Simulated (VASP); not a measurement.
# Ni (P6_3/mmc) in VASP: a series of runs

Aim: see how the results for Ni move with the level of theory and the settings. Levels: PBE, PBEsol. Tasks: single point, relaxation of cell and atoms.

Everything below comes from runs of VASP 6.6.1. Logs are shortened: lines on timing, memory, paths and dates and some standing lists are left out, and cuts for length are marked.

## Step 1: Starting point

It takes space group P6_3/mmc (No. 194, hexagonal). Conventional cell: a = 2.448 Å, b = 2.448 Å, c = 4.073 Å, α = 90.00°, β = 90.00°, γ = 120.00°. Around Ni (site symmetry -6m2) lie 12 Ni at 2.45 to 2.48 Å.

This isn't the form of Ni at room conditions, which is fcc.

## Step 2: Single point, PBE, collinear spin, ferromagnetic start

INCAR reads:

```
  PREC = Accurate
  ENCUT = 520
  EDIFF = 1E-6
  ISMEAR = -1
  SIGMA = 0.05
  LREAL = False
  LASPH = True
  NELM = 120
  ALGO = Normal
  ISIF = 2
  LWAVE = False
  LCHARG = True
  ISPIN = 2
  MAGMOM = 2.5 2.5
  LORBIT = 11
  LMAXMIX = 4
  GGA = PE
  LELF = True
  LVHAR = True
  NBANDS = 21
```

KPOINTS reads:

```
Automatic mesh
0
Gamma
  12 12 7
```

POSCAR reads:

```
Ni
1.0
    2.4480228978      0.0000000000      0.0000000000
   -1.2240114489      2.1200500186      0.0000000000
    0.0000000000      0.0000000000      4.0728075700
Ni
2
Direct
    0.6666666667      0.3333333333      0.7500000000
    0.3333333333      0.6666666667      0.2500000000
```

Potentials or basis: VASP PAW PBE potentials, release 64 (Ni).

The run is started by

```bash
$ cat potpaw_PBE.64/Ni/POTCAR > POTCAR
$ mpirun -np 1 vasp_std > vasp.out
```

OUTCAR:

```text
PREC = Accurate
   ENCUT = 520
   EDIFF = 1E-6
   ISMEAR = -1
   LREAL = False
   LASPH = True
   NELM = 120
   ISIF = 2
   ISPIN = 2
   LORBIT = 11
   GGA = PE

 ion  position               nearest neighbor table
   1  0.667  0.333  0.750-   2 2.48   2 2.48   2 2.48   2 2.48   2 2.48   2 2.48
   2  0.333  0.667  0.250-   1 2.48   1 2.48   1 2.48   1 2.48   1 2.48   1 2.48

  LATTYP: Found a hexagonal cell.
 ALAT       =     2.4480228978
 C/A-ratio  =     1.6637130207

  Lattice vectors:

 A1 = (   2.4480228978,   0.0000000000,   0.0000000000)
 A2 = (  -1.2240114489,   2.1200500186,   0.0000000000)
 A3 = (   0.0000000000,   0.0000000000,   4.0728075700)

Analysis of symmetry for initial positions (statically):
=====================================================================
 Subroutine PRICEL returns:
 Original cell was already a primitive cell.

 Routine SETGRP: Setting up the symmetry group for a
 hexagonal supercell.

 Subroutine GETGRP returns: Found 24 space group operations
 (whereof 12 operations were pure point group operations)
 out of a pool of 24 trial point group operations.

The static configuration has the point symmetry D_3d.
 The point group associated with its full space group is D_6h.

Analysis of symmetry for dynamics (positions and initial velocities):
=====================================================================
 Subroutine PRICEL returns:
 Original cell was already a primitive cell.

 Routine SETGRP: Setting up the symmetry group for a
 hexagonal supercell.

 Subroutine GETGRP returns: Found 24 space group operations
 (whereof 12 operations were pure point group operations)
 out of a pool of 24 trial point group operations.

The dynamic configuration has the point symmetry D_3d.
 The point group associated with its full space group is D_6h.

Analysis of structural, dynamic, and magnetic symmetry:
=====================================================================
 Subroutine PRICEL returns:
 Original cell was already a primitive cell.

 Routine SETGRP: Setting up the symmetry group for a
 hexagonal supercell.

 Subroutine GETGRP returns: Found 24 space group operations
 (whereof 12 operations were pure point group operations)
 out of a pool of 24 trial point group operations.

The overall configuration has the point symmetry D_3d.
 The point group associated with its full space group is D_6h.

 Subroutine INISYM returns: Found 24 space group operations
 (whereof 12 operations are pure point group operations),
 and found     1 'primitive' translations

----------------------------------------------------------------------------------------

                                     Primitive cell

  volume of cell :      21.1376

  direct lattice vectors                    reciprocal lattice vectors
     2.448022898  0.000000000  0.000000000     0.408492911  0.235843492  0.000000000
    -1.224011449  2.120050019  0.000000000     0.000000000  0.471686984  0.000000000
     0.000000000  0.000000000  4.072807570     0.000000000  0.000000000  0.245530873

  length of vectors
     2.448022898  2.448022898  4.072807570     0.471686984  0.471686984  0.245530873

  position of ions in fractional coordinates (direct lattice)
     0.666666667  0.333333333  0.750000000
     0.333333333  0.666666667  0.250000000

  ion indices of the primitive-cell ions
   primitive index   ion index
                 1           1
                 2           2

----------------------------------------------------------------------------------------

 KPOINTS: Automatic mesh

Automatic generation of k-mesh.
 Grid dimensions read from file:
 generate k-points for:   12   12    7

 Generating k-lattice:

  Cartesian coordinates                     Fractional coordinates (reciprocal lattice)
     0.034041076  0.019653624  0.000000000     0.083333333 -0.000000000  0.000000000
     0.000000000  0.039307249  0.000000000     0.000000000  0.083333333  0.000000000
     0.000000000  0.000000000  0.035075839     0.000000000  0.000000000  0.142857143

  Length of vectors
     0.039307249  0.039307249  0.035075839

  Shift w.r.t. Gamma in fractional coordinates (k-lattice)
     0.000000000  0.000000000  0.000000000

 Subroutine IBZKPT returns following result:
 ===========================================

 Found     76 irreducible k-points:

 Following reciprocal coordinates:
            Coordinates               Weight
  0.000000  0.000000  0.000000      1.000000
  0.083333  0.000000  0.000000      6.000000
  0.166667 -0.000000  0.000000      6.000000
  0.250000 -0.000000  0.000000      6.000000
  0.333333  0.000000  0.000000      6.000000
  0.416667 -0.000000  0.000000      6.000000
[... 16 lines left out ...]
  0.250000 -0.000000  0.142857     12.000000
  0.333333  0.000000  0.142857     12.000000
 [... further k-points ...]
   k-points           NKPTS =     76   k-points in BZ     NKDIM =     76   number of bands    NBANDS=     21
   number of dos      NEDOS =    301   number of ions     NIONS =      2
   total plane-waves  NPLWV =   9720
   dimension x,y,z NGX =    18 NGY =   18 NGZ =   30
   dimension x,y,z NGXF=    36 NGYF=   36 NGZF=   60
   ions per type =               2
   NGX,Y,Z   is equivalent  to a cutoff of  12.22, 12.22, 12.25 a.u.
   NGXF,Y,Z  is equivalent  to a cutoff of  24.45, 24.45, 24.49 a.u.
 SYSTEM =  unknown system
   PREC   = accura    normal or accurate (medium, high low for compatibility)
   ISTART =      0    job   : 0-new  1-cont  2-samecut
   ICHARG =      2    charge: 1-file 2-atom 10-const
   ISPIN  =      2    spin polarized calculation?
   LNONCOLLINEAR =      F non collinear calculations
   LSORBIT =      F    spin-orbit coupling
   LASPH  =      T    aspherical Exc in radial PAW
   ENCUT  =  520.0 eV  38.22 Ry    6.18 a.u.   4.55  4.55  7.57*2*pi/ulx,y,z
   NELM   =    120;   NELMIN=  2; NELMDL= -5     # of ELM steps
   EDIFF  = 0.1E-05   stopping-criterion for ELM
   LREAL  =      F    real-space projection
   EDIFFG = 0.1E-04   stopping-criterion for IOM
   NSW    =      0    number of steps for IOM
   IBRION =     -1    ionic relax: 0-MD 1-quasi-New 2-CG
   NFREE  =      0    steps in history (QN), initial steepest desc. (CG)
   ISIF   =      2    stress and relaxation
   ISYM   =      2    0-nonsym 1-usesym 2-fastsym
   POTIM  = 0.5000    time-step for ionic-motion
   TEBEG  =    0.0;   TEEND  =   0.0 temperature during run
   PSTRESS=    0.0 pullay stress
   NELECT =      20.0000    total number of electrons
   NUPDOWN=      -1.0000    fix difference up-down
   EMIN   =  10.00;   EMAX   =-10.00  energy-range for DOS
   EFERMI =   0.00;   METHOD = LEGACY
   ISMEAR =    -1;   SIGMA  =   0.05  broadening in eV -4-tet -1-fermi 0-gaus
   EFERMI_NEDOS =   21; number of points for ismear=-14 and -15
   IALGO  =     38    algorithm
   IMIX   =      4    mixing-type and parameters
     AMIX     =   0.40;   BMIX     =  1.00
     AMIX_MAG =   1.60;   BMIX_MAG =  1.00
  volume/ion in A,a.u.               =      10.57        71.32
  Fermi-wavevector in a.u.,A,eV,Ry     =   1.607187  3.037143 35.144518  2.583049
  Thomas-Fermi vector in A             =   2.703255
   LORBIT       =     11    0 simple, 1 ext, 2 COOP (PROOUT), +10 PAW based schemes
   GGA     = PE    functional components
   LHFCALC =     F    Hartree Fock is set to
   AEXX    =    0.0000 exact exchange contribution
   IVDW    =     0    specifies the selected vdW correction
   LEPSILON=     F    determine dielectric tensor
   LRPA    =     F    only Hartree local field effects (RPA)
 spin polarized calculation
  energy-cutoff  :      520.00
  volume of cell :       21.14
 maximum number of plane-waves:       586
   NGX =  9   NGY =  9   NGZ = 15

 number of electron      19.9999995 magnetization       1.2661639

 Free energy of the ion-electron system (eV)
  ---------------------------------------------------
  ext. energy  EPLUGINS =         0.00000000
  ---------------------------------------------------
  free energy    TOTEN  =       -10.88542725 eV

  energy without entropy =      -10.85049733  energy(sigma->0) =      -10.86796229

 E-fermi :   9.8121     XC(G=0): -13.4262

 val. band max:        9.8097027809   @ k =   0.3333   0.3333   0.2857
 cond. band min:       9.8184616932   @ k =   0.5000  -0.0000   0.4286
 fundamental gap:      0.0087589123
 Fermi energy:         9.8121167201

 spin component 1

 k-point     1 :       0.0000    0.0000    0.0000
  band No.  band energies     occupation
      1       0.5764      1.00000
      2       4.7831      1.00000
      3       7.2271      1.00000
      4       7.3868      1.00000
      5       7.3868      1.00000
      6       7.6502      1.00000
[... 13 lines left out ...]
     20      36.5499      0.00000
     21      40.4700      0.00000
[... 529 lines left out ...]
 k-point    24 :       0.3333    0.0000    0.1429
  band No.  band energies     occupation
      1       4.0318      1.00000
      2       5.6203      1.00000
      3       5.9823      1.00000
      4       6.7329      1.00000
      5       7.3576      1.00000
      6       7.6257      1.00000
[... 13 lines left out ...]
     20      34.8853      0.00000
     21      37.9673      0.00000

 [... further k-points ...]

 spin component 2

 k-point     1 :       0.0000    0.0000    0.0000
  band No.  band energies     occupation
      1       0.5494      1.00000
      2       5.1899      1.00000
      3       7.9470      1.00000
      4       8.0754      1.00000
      5       8.0754      1.00000
      6       8.3575      1.00000
[... 13 lines left out ...]
     20      36.6365      0.00000
     21      40.5550      0.00000
[... 529 lines left out ...]
 k-point    24 :       0.3333    0.0000    0.1429
  band No.  band energies     occupation
      1       4.1082      1.00000
      2       6.1117      1.00000
      3       6.4434      1.00000
      4       7.2774      1.00000
      5       7.9980      1.00000
      6       8.2530      1.00000
[... 13 lines left out ...]
     20      34.9812      0.00000
     21      38.0257      0.00000

 [... further k-points ...]

------------------------ aborting loop because EDIFF is reached ----------------------------------------

  FORCE on cell =-STRESS in cart. coord.  units (eV):
  Direction    XX          YY          ZZ          XY          YZ          ZX
  --------------------------------------------------------------------------------------
  -------------------------------------------------------------------------------------
  Total        1.0910206      1.0910206      0.5840665      0.0000000      0.0000000      0.0000000
  in kB       82.6966795     82.6966795     44.2708004      0.0000000      0.0000000      0.0000000
  external PRESSURE =      69.8880531 kB  Pullay stress =       0.0000000 kB

 VOLUME and BASIS-vectors are now :
 -----------------------------------------------------------------------------
  energy-cutoff  :      520.00
  volume of cell :       21.14
      direct lattice vectors                 reciprocal lattice vectors
     2.448022898  0.000000000  0.000000000     0.408492911  0.235843492  0.000000000
    -1.224011449  2.120050019  0.000000000     0.000000000  0.471686984  0.000000000
     0.000000000  0.000000000  4.072807570     0.000000000  0.000000000  0.245530873

 POSITION                                       TOTAL-FORCE (eV/Angst)
 -----------------------------------------------------------------------------------
      1.22401      0.70668      3.05461        -0.000000      0.000000      0.000000
     -0.00000      1.41337      1.01820         0.000000     -0.000000      0.000000
 -----------------------------------------------------------------------------------
    total drift:                               -0.000000      0.000000     -0.000000

  FREE ENERGIE OF THE ION-ELECTRON SYSTEM (eV)
  ---------------------------------------------------
  free  energy   TOTEN  =       -10.8854272491 eV

  energy  without entropy=      -10.8504973256  energy(sigma->0) =      -10.86796229

 total charge

# of ion       s       p       d       tot
------------------------------------------
    1        0.510   0.524   8.330   9.364
    2        0.510   0.524   8.330   9.364
--------------------------------------------------
tot          1.019   1.048  16.661  18.728

 magnetization (x)

# of ion       s       p       d       tot
------------------------------------------
    1       -0.005  -0.025   0.672   0.642
    2       -0.005  -0.025   0.672   0.642
--------------------------------------------------
tot         -0.009  -0.049   1.343   1.285
```

Run time: 93 s. Hardware: 1 thread of AMD EPYC 7R43 (Zen 3), shared host; peak memory 0.13 GiB.

Results:

| Property | Result |
| --- | --- |
| Free energy | -10.8854 eV |
| Pressure | 7.0 GPa |
| Band gap on the k mesh | none (metal or under the smearing width) |
| Net moment | 1.27 μB per cell |
| Site moments | Ni +0.64 μB |
| Valence electrons inside the program's atomic spheres | Ni 9.36 |

Stress tensor (GPa, compression positive):
```
8.27 0.00 0.00
0.00 8.27 0.00
0.00 0.00 4.43
```

[end of part 1 of 3]
